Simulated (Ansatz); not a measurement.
**AlN at a changed volume — ²⁷Al NMR of the central transition**

Cell: a structure deposited in the COD, relaxed with PBE at fixed cell and then changed (volume scaled by 0.98, ions relaxed).

```xyz
4
Lattice="3.0891 0.0000 0.0000 -1.5446 2.6753 0.0000 0.0000 0.0000 4.9466" Properties=species:S:1:pos:R:3 pbc="T T T"
Al    1.5446    0.8918    0.0000
Al    0.0000    1.7835    2.4733
N     1.5446    0.8918    1.8896
N     0.0000    1.7835    4.3629
```

Atoms are numbered from 1 in the order listed; like atoms form one site, named after its first atom.

The numbers come from a DFT calculation in Ansatz (PBE, plane waves and PAW, scalar-relativistic, 420 eV cutoff, Γ-centred 11×11×6 k-points, Fermi–Dirac smearing 0.02 eV).

²⁷Al has I = 5/2 and Q = 146.6 mb (Pyykkö 2018); at 18.8 T its Larmor frequency is ν₀ = 208.7 MHz. Only the quadrupole interaction is simulated: positions count from each site's isotropic chemical shift, and J coupling is left out, as are shift anisotropy and dipolar coupling, which fast spinning averages.

Question: Give C_Q, η, the quadrupolar product P_Q = |C_Q|(1 + η²/3)^½, the second-order isotropic shift and the breadth of the pattern (fast magic-angle spinning) for each Al site.

Answer: 

| site | first shell | C_Q (MHz) | η | P_Q (MHz) | δ_QIS (ppm) | breadth (kHz) |
| --- | --- | --- | --- | --- | --- | --- |
| Al | 4 N at 1.88–1.89 Å; also 1 N at 3.06 Å | 1.83 | 0.00 | 1.83 | -0.462 | 0.207 |

δ_QIS = −(ν_Q²/30ν₀²)[I(I+1) − 3/4](1 + η²/3) × 10⁶ ppm with ν_Q = 3|C_Q|/[2I(2I−1)]; it falls as 1/B₀² in ppm, and the breadth as 1/B₀ in kHz.

An axis of threefold or higher order runs through Al, so V_zz lies along it and η is zero.

At this changed cell the PBE pressure is 9 GPa.
